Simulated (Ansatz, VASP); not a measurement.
This is a calculation of GaP for VASP 6.6.1.

Contents of INCAR:

```
  PREC = Accurate
  ENCUT = 520
  EDIFF = 1E-6
  ISMEAR = -1
  SIGMA = 0.05
  LREAL = F
  LASPH = T
  NELM = 80
  ALGO = Normal
  ISIF = 2
  LWAVE = F
  LCHARG = T
  GGA = CA
  LELF = T
  LVHAR = T
  NBANDS = 16
```

File KPOINTS:

```
Automatic mesh
0
Gamma
  8 8 8
```

The input POSCAR:

```
GaP
1.0
    0.0000000000      2.7611126653      2.7611126653
    2.7611126653      0.0000000000      2.7611126653
    2.7611126653      2.7611126653      0.0000000000
Ga P
1 1
Direct
    0.0000000000      0.0000000000      0.0000000000
    0.7500000000      0.7500000000      0.7500000000
```

Potentials or basis: VASP PAW LDA potentials, release 64 (Ga_d, P).

Run with:

```console
$ cat potpaw_LDA.64/Ga_d/POTCAR potpaw_LDA.64/P/POTCAR > POTCAR
$ mpirun -np 1 vasp_std > vasp.out
```

**Question.** Translate it to Ansatz 0.2.0. Potentials there: all-electron LAPW, scalar-relativistic.

**Answer.** As run (the cutoff follows the program's own potentials):

The input input.yaml:

```yaml
crystal:
  lattice:
    - [0.0, 2.7611126653, 2.7611126653]
    - [2.7611126653, 0.0, 2.7611126653]
    - [2.7611126653, 2.7611126653, 0.0]
  atoms:
    - { symbol: Ga, position: [0.0, 0.0, 0.0] }
    - { symbol: P, position: [0.75, 0.75, 0.75] }
kpoints:
  mp_grid: { grid: [8, 8, 8] }
scf:
  occupations: { method: fermi_dirac, width: 0.05 }
hamiltonian:
  xc: lda
  pseudopotentials: { kind: all_electron, lapw: { basis_error: 0.001 } }
output:
  forces: true
  stress: true
  eigenvalues: true
```

Potentials or basis: all-electron LAPW, scalar-relativistic.

The run is started by

```bash
$ ansatz run input.yaml --threads 1 --pin off --max-ram 3072MiB --backend cpu --events-out ev --progress --plain --runs-dir out
```

Both were run:

|  | VASP | Ansatz | Ansatz less VASP |
| --- | --- | --- | --- |
| gap on the k mesh at the Fermi level (eV) | 1.32 | 1.29 | -0.031 |
| least direct gap on the mesh (eV) | 1.32 | 1.29 | -0.031 |
| pressure (GPa) | -5.5 | -5.5 | -0.04 |

Ansatz ran all-electron here, so the differences hold the error of VASP's frozen core and of both bases.

A k mesh can miss the band edges.
